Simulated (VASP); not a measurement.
# TiAl3 (I4/mmm) in VASP: single point with PBEsol

Aim: the single point of TiAl3 with PBEsol.

Program: VASP 6.6.1. These are calculated values, not measurements. Logs are shortened: lines on timing, memory, paths and dates and some standing lists are left out, and cuts for length are marked.

**1. The cell of the first run**

It takes space group I4/mmm (No. 139, tetragonal). Conventional cell: a = 3.816 Å, b = 3.816 Å, c = 8.554 Å, α = 90.00°, β = 90.00°, γ = 90.00°. Around Ti (site symmetry 4/mmm) lie 12 Al at 2.70 to 2.87 Å. Around Al (site symmetry 4/mmm) lie 4 Ti at 2.70 Å and 8 Al at 2.87 Å. Al (site symmetry -4m2) has 8 Al at 2.70 to 2.87 Å and 4 Ti at 2.87 Å as nearest neighbours.

The cell comes from a database or a generator and needn't be the stable form of this composition.

**2. Single point, PBEsol (relaxed again under DFT PBEsol, scalar-relativistic, plane waves, PAW)**

Input file INCAR:

```
ALGO = Fast
EDIFF = 1E-6
ENCUT = 520
GGA = PS
ISIF = 2
ISMEAR = 0
LASPH = T
LCHARG = F
LREAL = F
LWAVE = F
NBANDS = 18
NELM = 100
PREC = Accurate
SIGMA = 0.1
```

Input file KPOINTS:

```
k-points
0
Gamma
  16 16 16
```

Input file POSCAR:

```
TiAl3
1.0
   -1.9078978038      1.9078978038      4.2767912168
    1.9078978038     -1.9078978038      4.2767912168
    1.9078978038      1.9078978038     -4.2767912168
Ti Al
1 3
Direct
    0.0000000000      0.0000000000      0.0000000000
    0.5000000000      0.5000000000      0.0000000000
    0.7500000000      0.2500000000      0.5000000000
    0.2500000000      0.7500000000      0.5000000000
```

Potentials or basis: VASP PAW PBE potentials, release 64 (Ti_sv, Al).

The run is started by

```
> cat potpaw_PBE.64/Ti_sv/POTCAR potpaw_PBE.64/Al/POTCAR > POTCAR
> mpirun -np 1 vasp_std > vasp.out
```

OUTCAR:

```text
EDIFF = 1E-6
   ENCUT = 520
   GGA = PS
   ISIF = 2
   ISMEAR = 0
   LASPH = T
   LREAL = F
   NELM = 100
   PREC = Accurate

 ion  position               nearest neighbor table
   1  0.000  0.000  0.000-   2 2.70   2 2.70   2 2.70   2 2.70   4 2.87   3 2.87   4 2.87   4 2.87
                             3 2.87   3 2.87   4 2.87   3 2.87
   2  0.500  0.500  0.000-   1 2.70   1 2.70   1 2.70   1 2.70   4 2.87   3 2.87   4 2.87   3 2.87
                             4 2.87   4 2.87   3 2.87   3 2.87
   3  0.750  0.250  0.500-   4 2.70   4 2.70   4 2.70   4 2.70   2 2.87   1 2.87   2 2.87   1 2.87
                             2 2.87   2 2.87   1 2.87   1 2.87
   4  0.250  0.750  0.500-   3 2.70   3 2.70   3 2.70   3 2.70   2 2.87   1 2.87   2 2.87   2 2.87
                             1 2.87   1 2.87   2 2.87   1 2.87

  LATTYP: Found a body centered tetragonal cell.
 ALAT       =     3.8157956076
 C/A-ratio  =     2.2416248964

  Lattice vectors:

 A1 = (  -1.9078978038,   1.9078978038,   4.2767912168)
 A2 = (   1.9078978038,  -1.9078978038,   4.2767912168)
 A3 = (   1.9078978038,   1.9078978038,  -4.2767912168)

Analysis of symmetry for initial positions (statically):
=====================================================================
 Subroutine PRICEL returns:
 Original cell was already a primitive cell.

 Routine SETGRP: Setting up the symmetry group for a
 body centered tetragonal supercell.

 Subroutine GETGRP returns: Found 16 space group operations
 (whereof 16 operations were pure point group operations)
 out of a pool of 16 trial point group operations.

The static configuration has the point symmetry D_4h.

Analysis of symmetry for dynamics (positions and initial velocities):
=====================================================================
 Subroutine PRICEL returns:
 Original cell was already a primitive cell.

 Routine SETGRP: Setting up the symmetry group for a
 body centered tetragonal supercell.

 Subroutine GETGRP returns: Found 16 space group operations
 (whereof 16 operations were pure point group operations)
 out of a pool of 16 trial point group operations.

The dynamic configuration has the point symmetry D_4h.

 Subroutine INISYM returns: Found 16 space group operations
 (whereof 16 operations are pure point group operations),
 and found     1 'primitive' translations

----------------------------------------------------------------------------------------

                                     Primitive cell

  volume of cell :      62.2713

  direct lattice vectors                    reciprocal lattice vectors
    -1.907897804  1.907897804  4.276791217     0.000000000  0.262068544  0.116910079
     1.907897804 -1.907897804  4.276791217     0.262068544  0.000000000  0.116910079
     1.907897804  1.907897804 -4.276791217     0.262068544  0.262068544  0.000000000

  length of vectors
     5.056786645  5.056786645  5.056786645     0.286963218  0.286963218  0.370620890

  position of ions in fractional coordinates (direct lattice)
     0.000000000  0.000000000  0.000000000
     0.500000000  0.500000000  0.000000000
     0.750000000  0.250000000  0.500000000
     0.250000000  0.750000000  0.500000000

  ion indices of the primitive-cell ions
   primitive index   ion index
                 1           1
                 2           2
                 3           3
                 4           4

----------------------------------------------------------------------------------------

 KPOINTS: k-points

Automatic generation of k-mesh.
 Grid dimensions read from file:
 generate k-points for:   16   16   16

 Generating k-lattice:

  Cartesian coordinates                     Fractional coordinates (reciprocal lattice)
     0.000000000  0.016379284  0.007306880     0.062500000  0.000000000 -0.000000000
     0.016379284  0.000000000  0.007306880     0.000000000  0.062500000 -0.000000000
     0.016379284  0.016379284  0.000000000     0.000000000  0.000000000  0.062500000

  Length of vectors
     0.017935201  0.017935201  0.023163806

  Shift w.r.t. Gamma in fractional coordinates (k-lattice)
     0.000000000  0.000000000  0.000000000

 Subroutine IBZKPT returns following result:
 ===========================================

 Found    349 irreducible k-points:

 Following reciprocal coordinates:
            Coordinates               Weight
  0.000000  0.000000  0.000000      1.000000
  0.062500 -0.000000  0.000000      8.000000
  0.125000 -0.000000  0.000000      8.000000
  0.187500 -0.000000  0.000000      8.000000
  0.250000 -0.000000  0.000000      8.000000
  0.312500  0.000000 -0.000000      8.000000
[... 16 lines left out ...]
 -0.125000  0.062500 -0.000000     16.000000
 -0.062500  0.062500  0.000000      4.000000
 [... further k-points ...]
   k-points           NKPTS =    349   k-points in BZ     NKDIM =    349   number of bands    NBANDS=     18
   number of dos      NEDOS =    301   number of ions     NIONS =      4
   total plane-waves  NPLWV =  64000
   dimension x,y,z NGX =    40 NGY =   40 NGZ =   40
   dimension x,y,z NGXF=    80 NGYF=   80 NGZF=   80
   ions per type =               1   3
   NGX,Y,Z   is equivalent  to a cutoff of  13.15, 13.15, 13.15 a.u.
   NGXF,Y,Z  is equivalent  to a cutoff of  26.30, 26.30, 26.30 a.u.
 SYSTEM =  unknown system
   PREC   = accura    normal or accurate (medium, high low for compatibility)
   ISTART =      0    job   : 0-new  1-cont  2-samecut
   ICHARG =      2    charge: 1-file 2-atom 10-const
   ISPIN  =      1    spin polarized calculation?
   LNONCOLLINEAR =      F non collinear calculations
   LSORBIT =      F    spin-orbit coupling
   LASPH  =      T    aspherical Exc in radial PAW
   ENCUT  =  520.0 eV  38.22 Ry    6.18 a.u.   9.40  9.40  9.40*2*pi/ulx,y,z
   NELM   =    100;   NELMIN=  2; NELMDL= -5     # of ELM steps
   EDIFF  = 0.1E-05   stopping-criterion for ELM
   LREAL  =      F    real-space projection
   EDIFFG = 0.1E-04   stopping-criterion for IOM
   NSW    =      0    number of steps for IOM
   IBRION =     -1    ionic relax: 0-MD 1-quasi-New 2-CG
   NFREE  =      0    steps in history (QN), initial steepest desc. (CG)
   ISIF   =      2    stress and relaxation
   ISYM   =      2    0-nonsym 1-usesym 2-fastsym
   POTIM  = 0.5000    time-step for ionic-motion
   TEBEG  =    0.0;   TEEND  =   0.0 temperature during run
   PSTRESS=    0.0 pullay stress
   NELECT =      21.0000    total number of electrons
   NUPDOWN=      -1.0000    fix difference up-down
   EMIN   =  10.00;   EMAX   =-10.00  energy-range for DOS
   EFERMI =   0.00;   METHOD = LEGACY
   ISMEAR =     0;   SIGMA  =   0.10  broadening in eV -4-tet -1-fermi 0-gaus
   EFERMI_NEDOS =   21; number of points for ismear=-14 and -15
   IALGO  =     68    algorithm
   IMIX   =      4    mixing-type and parameters
     AMIX     =   0.40;   BMIX     =  1.00
     AMIX_MAG =   1.60;   BMIX_MAG =  1.00
  volume/ion in A,a.u.               =      15.57       105.06
  Fermi-wavevector in a.u.,A,eV,Ry     =   1.139511  2.153363 17.666964  1.298485
  Thomas-Fermi vector in A             =   2.276214
   LORBIT       =      0    0 simple, 1 ext, 2 COOP (PROOUT), +10 PAW based schemes
   GGA     = PS    functional components
   LHFCALC =     F    Hartree Fock is set to
   AEXX    =    0.0000 exact exchange contribution
   IVDW    =     0    specifies the selected vdW correction
   LEPSILON=     F    determine dielectric tensor
   LRPA    =     F    only Hartree local field effects (RPA)
 non-spin polarized calculation
 RMM-DIIS sequential band-by-band and
 Gauss-broadening in eV      SIGMA  =   0.10
  energy-cutoff  :      520.00
  volume of cell :       62.27
 maximum number of plane-waves:      1696
 NGX is ok and might be reduce to    40
   NGX = 19   NGY = 19   NGZ = 19

 number of electron      20.9999999 magnetization

 Free energy of the ion-electron system (eV)
  ---------------------------------------------------
  ext. energy  EPLUGINS =         0.00000000
  ---------------------------------------------------
  free energy    TOTEN  =       -22.23238472 eV

  energy without entropy =      -22.22381927  energy(sigma->0) =      -22.22810200

 E-fermi :   8.3331     XC(G=0): -10.8950

 val. band max:        8.3315094650   @ k =  -0.0625   0.1250   0.0625
 cond. band min:       8.3408338881   @ k =   0.3750   0.1875   0.0000
 fundamental gap:      0.0093244232
 Fermi energy:         8.3330666765

 k-point     1 :       0.0000    0.0000    0.0000
  band No.  band energies     occupation
      1     -47.8609      2.00000
      2     -24.2827      2.00000
      3     -24.2827      2.00000
      4     -24.2026      2.00000
      5      -1.8077      2.00000
      6       5.4571      2.00000
[... 10 lines left out ...]
     17      12.1930      0.00000
     18      12.1932      0.00000

 k-point     2 :       0.0625   -0.0000    0.0000
  band No.  band energies     occupation
      1     -47.8608      2.00000
      2     -24.2838      2.00000
      3     -24.2826      2.00000
      4     -24.2025      2.00000
      5      -1.7586      2.00000
      6       5.1924      2.00000
[... 10 lines left out ...]
     17      12.2064      0.00000
     18      12.4936      0.00000

 k-point     3 :       0.1250   -0.0000    0.0000
  band No.  band energies     occupation
      1     -47.8607      2.00000
      2     -24.2870      2.00000
      3     -24.2824      2.00000
      4     -24.2024      2.00000
      5      -1.6117      2.00000
      6       4.8564      2.00000
[... 10 lines left out ...]
     17      12.2677      0.00000
     18      13.1819      0.00000

 k-point     4 :       0.1875   -0.0000    0.0000
  band No.  band energies     occupation
      1     -47.8604      2.00000
      2     -24.2918      2.00000
      3     -24.2821      2.00000
      4     -24.2022      2.00000
      5      -1.3688      2.00000
      6       4.4993      2.00000
[... 10 lines left out ...]
     17      12.4508      0.00000
     18      13.9575      0.00000

 k-point     5 :       0.2500   -0.0000    0.0000
  band No.  band energies     occupation
      1     -47.8602      2.00000
      2     -24.2974      2.00000
      3     -24.2817      2.00000
      4     -24.2019      2.00000
      5      -1.0328      2.00000
      6       4.0243      2.00000
[... 10 lines left out ...]
     17      12.8305      0.00000
     18      13.9929      0.00000

 k-point     6 :       0.3125    0.0000   -0.0000
  band No.  band energies     occupation
      1     -47.8599      2.00000
      2     -24.3030      2.00000
      3     -24.2813      2.00000
      4     -24.2016      2.00000
      5      -0.6080      2.00000
      6       3.3716      2.00000
[... 10 lines left out ...]
     17      13.2632      0.00000
     18      13.9662      0.00000

 k-point     7 :       0.3750   -0.0000    0.0000
  band No.  band energies     occupation
      1     -47.8597      2.00000
      2     -24.3078      2.00000
      3     -24.2810      2.00000
      4     -24.2014      2.00000
      5      -0.1006      2.00000
      6       2.6316      2.00000
[... 10 lines left out ...]
     17      13.1241      0.00000
     18      14.2093      0.00000

 k-point     8 :       0.4375    0.0000    0.0000
  band No.  band energies     occupation
      1     -47.8595      2.00000
      2     -24.3109      2.00000
      3     -24.2808      2.00000
      4     -24.2013      2.00000
      5       0.4774      2.00000
      6       1.8936      2.00000
[... 10 lines left out ...]
     17      12.9370      0.00000
     18      14.2893      0.00000
[... 229 lines left out ...]
     17      13.4254      0.00000
     18      13.5822      0.00000

 k-point    20 :      -0.3125    0.0625    0.0000
  band No.  band energies     occupation
      1     -47.8598      2.00000
      2     -24.3029      2.00000
      3     -24.2824      2.00000
      4     -24.2014      2.00000
      5      -0.6371      2.00000
      6       3.5441      2.00000
[... 10 lines left out ...]
     17      12.8836      0.00000
     18      13.5989      0.00000

 k-point    21 :      -0.2500    0.0625   -0.0000
  band No.  band energies     occupation
      1     -47.8601      2.00000
      2     -24.2973      2.00000
      3     -24.2828      2.00000
      4     -24.2017      2.00000
      5      -1.0474      2.00000
      6       4.2453      2.00000
[... 10 lines left out ...]
     17      12.7293      0.00000
     18      13.5984      0.00000

 k-point    22 :      -0.1875    0.0625   -0.0000
  band No.  band energies     occupation
      1     -47.8604      2.00000
      2     -24.2917      2.00000
      3     -24.2832      2.00000
      4     -24.2019      2.00000
      5      -1.3679      2.00000
      6       4.8093      2.00000
[... 10 lines left out ...]
     17      12.5966      0.00000
     18      13.9864      0.00000

 k-point    23 :      -0.1250    0.0625   -0.0000
  band No.  band energies     occupation
      1     -47.8606      2.00000
      2     -24.2869      2.00000
      3     -24.2835      2.00000
      4     -24.2022      2.00000
      5      -1.5949      2.00000
      6       5.2263      2.00000
[... 10 lines left out ...]
     17      12.4467      0.00000
     18      13.2229      0.00000

 k-point    24 :      -0.0625    0.0625    0.0000
  band No.  band energies     occupation
      1     -47.8608      2.00000
      2     -24.2838      2.00000
      3     -24.2836      2.00000
      4     -24.2024      2.00000
      5      -1.7256      2.00000
      6       5.5269      2.00000
[... 10 lines left out ...]
     17      12.3395      0.00000
     18      12.5883      0.00000

 [... further k-points ...]

------------------------ aborting loop because EDIFF is reached ----------------------------------------

  FORCE on cell =-STRESS in cart. coord.  units (eV):
  Direction    XX          YY          ZZ          XY          YZ          ZX
  --------------------------------------------------------------------------------------
  -------------------------------------------------------------------------------------
  Total        0.0295849      0.0295849      0.0195565      0.0000000      0.0000000      0.0000000
  in kB        0.7611879      0.7611879      0.5031683      0.0000000      0.0000000      0.0000000
  external PRESSURE =       0.6751814 kB  Pullay stress =       0.0000000 kB

 VOLUME and BASIS-vectors are now :
 -----------------------------------------------------------------------------
  energy-cutoff  :      520.00
  volume of cell :       62.27
      direct lattice vectors                 reciprocal lattice vectors
    -1.907897804  1.907897804  4.276791217     0.000000000  0.262068544  0.116910079
     1.907897804 -1.907897804  4.276791217     0.262068544  0.000000000  0.116910079
     1.907897804  1.907897804 -4.276791217     0.262068544  0.262068544  0.000000000

 POSITION                                       TOTAL-FORCE (eV/Angst)
 -----------------------------------------------------------------------------------
      0.00000      0.00000      0.00000        -0.000000     -0.000000     -0.000000
      0.00000      0.00000      4.27679        -0.000000     -0.000000     -0.000000
      0.00000      1.90790      2.13840         0.000000      0.000000      0.000000
      1.90790      0.00000      2.13840        -0.000000     -0.000000     -0.000000
 -----------------------------------------------------------------------------------
    total drift:                               -0.000000     -0.000000     -0.000000

  FREE ENERGIE OF THE ION-ELECTRON SYSTEM (eV)
  ---------------------------------------------------
  free  energy   TOTEN  =       -22.2323847186 eV

  energy  without entropy=      -22.2238192728  energy(sigma->0) =      -22.22810200
```

It took 16 min on 1 thread of Intel Xeon Platinum 8559C (Emerald Rapids), shared host; peak memory 0.53 GiB.

Results:

| Property | Result |
| --- | --- |
| Free energy | -22.2324 eV |
| Pressure | 0.1 GPa |
| Band gap on the k mesh | none (metal or under the smearing width) |

Caveat: the PAW data sets were made with another functional, which shifts forces and pressure a little.
